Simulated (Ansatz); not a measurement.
HfC:

```xyz
2
Lattice="0.0000 2.3250 2.3250 2.3250 0.0000 2.3250 2.3250 2.3250 0.0000" Properties=species:S:1:pos:R:3 pbc="T T T"
Hf    2.3250    2.3250    2.3250
C     0.0000    0.0000    0.0000
```

- Program: Ansatz 0.2.0
- Task: relaxation of cell and atoms
- Functional: RPBE
- Potentials or basis: all-electron LAPW, scalar-relativistic
- Basis error allowed: 0.001 eV/atom
- k mesh: 10 × 10 × 10
- Occupations: fermi-dirac, width 0.05 eV
- Spin: no spin polarisation

At the start: volume 12.57 Å³/atom.

Q: Where does the relaxation end?

A: Over 5 steps the energy falls by 3.1 meV/atom and the volume is 12.80 Å³/atom (+1.9 %); space group Fm-3m (No. 225, to 0.05 Å).

The path:
| step | energy change (eV) | largest force (eV/Å) | volume (Å³) |
| --- | --- | --- | --- |
| 1 | 0.0000 | 0.0000 | 25.14 |
| 2 | -0.0032 | 0.0000 | 25.95 |
| 3 | -0.0063 | 0.0000 | 25.62 |
| 4 | -0.0063 | 0.0000 | 25.61 |
| 5 | -0.0063 | 0.0000 | 25.61 |

Final structure:
```yaml
crystal:
  lattice:
    - [0.00000, 2.33948, 2.33948]
    - [2.33948, 0.00000, 2.33948]
    - [2.33948, 2.33948, 0.00000]
  atoms:
    - { symbol: Hf, position: [0.50000, 0.50000, 0.50000] }
    - { symbol: C, position: [0.00000, 0.00000, 0.00000] }
```
